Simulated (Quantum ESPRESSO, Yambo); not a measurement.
Planning a run of Quantum ESPRESSO 7.5 on As (buckled honeycomb monolayer). The input:

```
&control
  calculation = 'nscf'
  prefix = 'x'
  outdir = 'o'
  pseudo_dir = 'pseudo'
/
&system
  ibrav = 0
  nat = 2
  ntyp = 1
  ecutwfc = 100.0
  nbnd = 97
  force_symmorphic = .true.
/
&electrons
  conv_thr = 1e-9
  electron_maxstep = 80
  diago_full_acc = .true.
  diago_thr_init = 5e-6
/
ATOMIC_SPECIES
  As 74.922 As.upf
CELL_PARAMETERS angstrom
  3.6112698398 0.0000000000 0.0000000000
  -1.8056349199 3.1274514212 0.0000000000
  0.0000000000 0.0000000000 14.0000000000
ATOMIC_POSITIONS crystal
  As 0.3333333333 0.6666666667 0.4503483138
  As 0.6666666667 0.3333333333 0.5496516862
K_POINTS automatic
  6 6 1 0 0 0
```

```sh
OMP_NUM_THREADS=1 mpirun -n 4 pw.x -nk 4 -in pw.in > pw.out
```

Q: How long will it take on 4 MPI ranks of Arm Neoverse V1, shared host, and how much memory?

It took 28 s; on shared hardware allow 14 s to 56 s. Peak host memory was 0.94 GiB.

[Paths, hosts, dates, memory and timing lines, banners, echoed tables and standing remarks are left out of the program output.]

[Logs are printed without paths, hosts, clocks, repeated set-up lines and the standing remarks that a program may print on its own settings, such as how far it seeks lower states.]

[Runs of the session that timed out or met a known fault of the program may be left out.]

[Hosts, paths, dates, database ids (printed as entryN), source tags and the programs' standing remarks are cut or masked in the printed files.]
